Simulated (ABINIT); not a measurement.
# HfO2 (P4_2/nmc) in ABINIT: single point with LDA

Aim: the single point of HfO2 with LDA.

Everything below comes from runs of ABINIT 10.8.3 (patched build). Logs are shortened: lines on timing, memory, paths and dates and some standing lists are left out, and cuts for length are marked. The log counts tension as positive stress, the text compression.

## Step 1: The structure

Symmetry: P4_2/nmc, No. 137, tetragonal system. Conventional cell: a = 3.558 Å, b = 3.558 Å, c = 5.172 Å, α = 90.00°, β = 90.00°, γ = 90.00°. Hf (site symmetry -4m2) has 4 O at 2.05 Å as nearest neighbours. O (site symmetry 2mm) is surrounded by 2 Hf at 2.05 Å.

Measurements of this composition are mostly on another form, of space group No. 14.

## Step 2: Single point, LDA

run.abi reads:

```
# Pseudopotentials
pp_dirpath "./"
pseudos "Hf.LDA_PW-JTH.xml, O.LDA_PW-JTH.xml"

# Structure
acell 3*1.0
rprim
     6.7236820798     0.0000000000     0.0000000000
     0.0000000000     6.7236820798     0.0000000000
     0.0000000000     0.0000000000     9.7734012415
ntypat 2
znucl 72 8
natom 6
typat 1 1 2 2 2 2
xred
     0.0000000000     0.0000000000     0.0000000000
     0.5000000000     0.5000000000     0.5000000000
     0.0000000000     0.5000000000     0.1972078800
     0.5000000000     0.0000000000     0.3027921200
     0.5000000000     0.0000000000     0.8027921200
     0.0000000000     0.5000000000     0.6972078800

# Plane-wave basis
ecut 19.0
pawecutdg 38.0

# k points
kptopt 1
ngkpt 6 6 4
nshiftk 1
shiftk 0.0 0.0 0.0

# Exchange and correlation
ixc 7

# Bands and occupations
nband 29
occopt 3
tsmear 0.05 eV

# SCF cycle
nstep 100
tolvrs 1.0e-9

# Output
iomode 3
prtwf 0
prtden 0
prteig 0
prtebands 0
```

Potentials or basis: JTH PAW LDA v2.0.

The run is started by

```bash
mpirun --bind-to none -np 4 abinit run.abi > log 2>&1
```

run.abo:

```text
.Version 10.8.3 of ABINIT
 Symmetries : space group P4_2/n m c (#137); Bravais tP (primitive tetrag.)
================================================================================
 Values of the parameters that define the memory need of the present run
     intxc =       0    ionmov =       0      iscf =      17    lmnmax =      18
     lnmax =       6     mgfft =      40  mpssoang =       3    mqgrid =    3001
     natom =       6  nloc_mem =       2    nspden =       1   nspinor =       1
    nsppol =       1      nsym =      16    n1xccc =       1    ntypat =       2
    occopt =       3   xclevel =       1
       mpw =        1765          nfft =       36000          nkpt =          30
Pmy_natom=         2
 PAW method is used; the additional fine FFT grid is defined by:
   mgfftf=        60    nfftf =     96000
================================================================================
================================================================================

--------------------------------------------------------------------------------
------------- Echo of variables that govern the present computation ------------
--------------------------------------------------------------------------------
 -outvars: echo values of preprocessed input variables --------
            acell      1.0000000000E+00  1.0000000000E+00  1.0000000000E+00 Bohr
              amu      1.78490000E+02  1.59994000E+01
             ecut      1.90000000E+01 Hartree
              ixc           7
         kptrlatt        6    0    0      0    6    0      0    0    4
          kptrlen      3.90936050E+01
            natom           6
            nband          29
            ngfft          30      30      40
          ngfftdg          40      40      60
             nkpt          30
            nstep         100
             nsym          16
           ntypat           2
           occopt           3
        pawecutdg      3.80000000E+01 Hartree
           prtden           0
        prtebands           0
           prteig           0
            prtwf           0
            rprim      6.7236820798E+00  0.0000000000E+00  0.0000000000E+00
                       0.0000000000E+00  6.7236820798E+00  0.0000000000E+00
                       0.0000000000E+00  0.0000000000E+00  9.7734012415E+00
          spgroup         137
           tolvrs      1.00000000E-09
           tsmear      1.83746611E-03 Hartree
            typat      1  1  2  2  2  2
           useylm           1
           xangst      0.0000000000E+00  0.0000000000E+00  0.0000000000E+00
                       1.7790096638E+00  1.7790096638E+00  2.5859306033E+00
                       0.0000000000E+00  1.7790096638E+00  1.0199317842E+00
                       1.7790096638E+00  0.0000000000E+00  1.5659988191E+00
                       1.7790096638E+00  0.0000000000E+00  4.1519294223E+00
                       0.0000000000E+00  1.7790096638E+00  3.6058623874E+00
            xcart      0.0000000000E+00  0.0000000000E+00  0.0000000000E+00
                       3.3618410399E+00  3.3618410399E+00  4.8867006208E+00
[... 198 lines left out ...]
  -0.13028   -0.13028   -0.08066   -0.08066   -0.05891   -0.03670   -0.03538   -0.03538
   0.13496    0.13643    0.18312    0.19095    0.20295
      occupation numbers for kpt#   1
   2.00000    2.00000    2.00000    2.00000    2.00000    2.00000    2.00000    2.00000
   2.00000    2.00000    2.00000    2.00000    2.00000    2.00000    2.00000    2.00000
   2.00000    2.00000    2.00000    2.00000    2.00000    2.00000    2.00000    2.00000
   0.00000    0.00000    0.00000    0.00000    0.00000
 prteigrs : prtvol=0 or 1, do not print more k-points.

--- !EnergyTerms
iteration_state     : {dtset: 1, }
comment             : Components of total free energy in Hartree
kinetic             :  4.09039208889548E+01
hartree             :  2.67206115033654E+01
xc                  : -2.96137665945888E+01
Ewald energy        : -1.34893080316828E+02
psp_core            :  2.18392541387124E+01
local_psp           : -5.55530338832710E+01
PAW spherical_terms : -3.50435310224054E+01
internal            : -1.65639625286061E+02
'-kT*entropy'       :  3.75981243595613E-15
total_energy        : -1.65639625286061E+02
total_energy_eV     : -4.50728382129856E+03
...

--- !EnergyTermsDC
iteration_state     : {dtset: 1, }
comment             : '"Double-counting" decomposition of free energy'
band_energy         : -3.00214030381466E+01
Ewald energy        : -1.34893080316828E+02
psp_core            :  2.18392541387124E+01
xc_dc               : -3.30382944111001E+01
PAW spherical_terms :  1.04738923329734E+01
internal            : -1.65639631294389E+02
'-kT*entropy'       :  3.75981243595613E-15
total_energy_dc     : -1.65639631294389E+02
total_energy_dc_eV  : -4.50728398479350E+03
...

--- !EnergyTermsWithPAWCore
iteration_state     : {dtset: 1, }
comment             : 'Components of total free energy, including PAW core contributions'
Total energy        : -3.04387489387720E+04
Total energy DC     : -3.04387489447803E+04
Total energy (eV)   : -8.28280554217370E+05
Total energy DC (eV): -8.28280554380864E+05
...

 Cartesian components of stress tensor (hartree/bohr^3)
  sigma(1 1)=  2.91298318E-04  sigma(3 2)=  0.00000000E+00
  sigma(2 2)=  2.91298318E-04  sigma(3 1)=  0.00000000E+00
  sigma(3 3)=  3.00322776E-04  sigma(2 1)=  0.00000000E+00

-Cartesian components of stress tensor (GPa)         [Pressure= -8.6588E+00 GPa]
- sigma(1 1)=  8.57029240E+00  sigma(3 2)=  0.00000000E+00
- sigma(2 2)=  8.57029240E+00  sigma(3 1)=  0.00000000E+00
- sigma(3 3)=  8.83580112E+00  sigma(2 1)=  0.00000000E+00

== END DATASET(S) ==============================================================
================================================================================

 -outvars: echo values of variables after computation  --------
            acell      1.0000000000E+00  1.0000000000E+00  1.0000000000E+00 Bohr
           etotal     -1.6563963129E+02
            fcart     -0.0000000000E+00 -0.0000000000E+00  5.1657653960E-30
                      -0.0000000000E+00 -0.0000000000E+00  5.1657653960E-30
                      -0.0000000000E+00 -0.0000000000E+00 -5.5775698658E-04
                      -0.0000000000E+00 -0.0000000000E+00  5.5775698658E-04
                      -0.0000000000E+00 -0.0000000000E+00  5.5775698658E-04
                      -0.0000000000E+00 -0.0000000000E+00 -5.5775698658E-04
            rprim      6.7236820798E+00  0.0000000000E+00  0.0000000000E+00
                       0.0000000000E+00  6.7236820798E+00  0.0000000000E+00
                       0.0000000000E+00  0.0000000000E+00  9.7734012415E+00
           strten      2.9129831792E-04  2.9129831792E-04  3.0032277572E-04
                       0.0000000000E+00  0.0000000000E+00  0.0000000000E+00
           xangst      0.0000000000E+00  0.0000000000E+00  0.0000000000E+00
                       1.7790096638E+00  1.7790096638E+00  2.5859306033E+00
                       0.0000000000E+00  1.7790096638E+00  1.0199317842E+00
                       1.7790096638E+00  0.0000000000E+00  1.5659988191E+00
                       1.7790096638E+00  0.0000000000E+00  4.1519294223E+00
                       0.0000000000E+00  1.7790096638E+00  3.6058623874E+00
             xred      0.0000000000E+00  0.0000000000E+00  0.0000000000E+00
                       5.0000000000E-01  5.0000000000E-01  5.0000000000E-01
                       0.0000000000E+00  5.0000000000E-01  1.9720788000E-01
                       5.0000000000E-01  0.0000000000E+00  3.0279212000E-01
                       5.0000000000E-01  0.0000000000E+00  8.0279212000E-01
                       0.0000000000E+00  5.0000000000E-01  6.9720788000E-01
 Calculation completed.
```

It took 33 s on 4 MPI ranks of Arm Neoverse N1, shared host; peak memory 0.4 GiB.

What came out:

* Free energy: -4507.2840 eV
* Pressure: -8.7 GPa
* Largest force: 0.029 eV/Å
* Band gap on the k mesh: 4.55 eV, indirect (least direct gap 4.64 eV)
* Valence electrons inside the program's atomic spheres: Hf 9.56; O 4.60

Forces in eV/Å, atoms in the order of the input:
```
Hf   0.000  0.000  0.000
Hf   0.000  0.000  0.000
O    0.000  0.000 -0.029
O    0.000  0.000  0.029
O    0.000  0.000  0.029
O    0.000  0.000 -0.029
```

Levels at points of the mesh, in eV from the valence-band top:
| k point | band 22 | band 23 | band 24 | band 25 | band 26 | band 27 |
| --- | --- | --- | --- | --- | --- | --- |
| (0.00, 0.00, 0.00) | -0.12 | -0.08 | -0.08 | 4.55 | 4.59 | 5.86 |
| (0.50, 0.00, 0.00) | -1.44 | -0.13 | -0.13 | 5.00 | 5.00 | 6.05 |
| (0.50, 0.50, 0.00) | -0.81 | -0.56 | -0.56 | 5.65 | 5.65 | 6.02 |
| (0.00, 0.00, 0.50) | -0.62 | 0.00 | 0.00 | 5.26 | 5.26 | 5.57 |
| (0.50, 0.00, 0.50) | -1.40 | -0.96 | -0.96 | 5.13 | 5.13 | 5.51 |
| (0.50, 0.50, 0.50) | -1.44 | -0.05 | -0.05 | 5.86 | 5.86 | 6.20 |

Caveat: spin-orbit coupling is left out, which moves the levels of the heavy elements.
